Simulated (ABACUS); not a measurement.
**ZnS: band structure with r2SCAN**

**Experimental background.**

“Electronic, vibrational, and thermodynamic properties of ZnS (zincblende and rocksalt structure)”, 2009, arxiv:0911.5022 quotes, for a bulk crystal of ZnS at 19 K: band gap 3.85 eV (direct).

ZnS:

```
CELL_PARAMETERS angstrom
0.00000 2.70200 2.70200
2.70200 0.00000 2.70200
2.70200 2.70200 0.00000
ATOMIC_POSITIONS crystal
Zn 0.75000 0.75000 0.75000
S 0.00000 0.00000 0.00000
```

| Item | Value |
| --- | --- |
| Program | ABACUS 3.10.1 |
| Task | band structure |
| Functional | r2SCAN |
| Potentials or basis | SG15 ONCV 1.2 PBE |
| Cutoff | 1361 eV |
| Density cutoff | 5442 eV |
| Basis | DZP LCAO (the cutoffs set its grid) |
| Occupations | fermi-dirac, width 0.05 eV |
| Spin | no spin polarisation |
| Orbital files | Zn Zn_confined-atom_7au_3s2p2d1f.orb, S S_confined-atom_7au_2s2p1d.orb |
| Radial cutoff of the potentials (pseudo_rcut) | 10 bohr |
| Density | read from an earlier self-consistent run |
| Path | G-X-W-K-G-L-U-W-L-K, U-X |
| Points for each segment of the path | 10 |
| SCF threshold on the density | 1e-07 |
| Max SCF steps | 100 |
| Eigensolver | genelpa |
| Mixing | broyden |
| Mixing share | 0.7 |
| Symmetry key | -1 |
| Bands | 23 |

```yaml
Band_gap_along_the_path: 2.74 eV, direct
```

Levels at the corners of the path, in eV from the Fermi level:
| point | band 11 | band 12 | band 13 | band 14 | band 15 | band 16 |
| --- | --- | --- | --- | --- | --- | --- |
| Γ | -1.45 | -1.45 | -1.45 | 1.29 | 5.62 | 5.62 |
| X | -6.11 | -3.71 | -3.71 | 2.55 | 3.11 | 10.47 |
| W | -6.08 | -4.25 | -4.22 | 4.85 | 5.21 | 7.33 |
| K | -6.12 | -4.63 | -3.29 | 3.25 | 5.16 | 8.74 |
| Γ | -1.45 | -1.45 | -1.45 | 1.29 | 5.62 | 5.62 |
| L | -6.82 | -2.33 | -2.33 | 2.42 | 6.09 | 6.09 |
| U | -6.12 | -4.63 | -3.29 | 3.25 | 5.16 | 8.74 |
| W | -6.08 | -4.25 | -4.22 | 4.85 | 5.21 | 7.33 |
| L | -6.82 | -2.33 | -2.33 | 2.42 | 6.09 | 6.09 |
| K | -6.12 | -4.63 | -3.29 | 3.25 | 5.16 | 8.74 |
| U | -6.12 | -4.63 | -3.29 | 3.25 | 5.16 | 8.74 |
| X | -6.11 | -3.71 | -3.71 | 2.55 | 3.11 | 10.47 |

Wall time 1.2 s on 4 MPI ranks on Intel(R) Xeon(R) Platinum 8488C (Sapphire Rapids) (shared host), peak memory 0.4 GiB a rank.

A measured gap of ZnS is 3.85 eV (direct; 19 K; quoted in “Electronic, vibrational, and thermodynamic properties of ZnS (zincblende and rocksalt structure)”, 2009, arxiv:0911.5022); the calculated 2.74 eV misses it by -1.11 eV. The value is that of r2SCAN in an atomic basis (SG15 ONCV 1.2 PBE, DZP LCAO (the cutoffs set its grid)), whose error adds to the functional's,, without temperature or zero-point motion.

Caveat: the atomic orbitals were generated for these runs and aren't a published set; the density is read from an earlier self-consistent run, whose mesh may be coarse; the basis of atomic orbitals isn't converged, which shifts pressures, moduli and gaps.
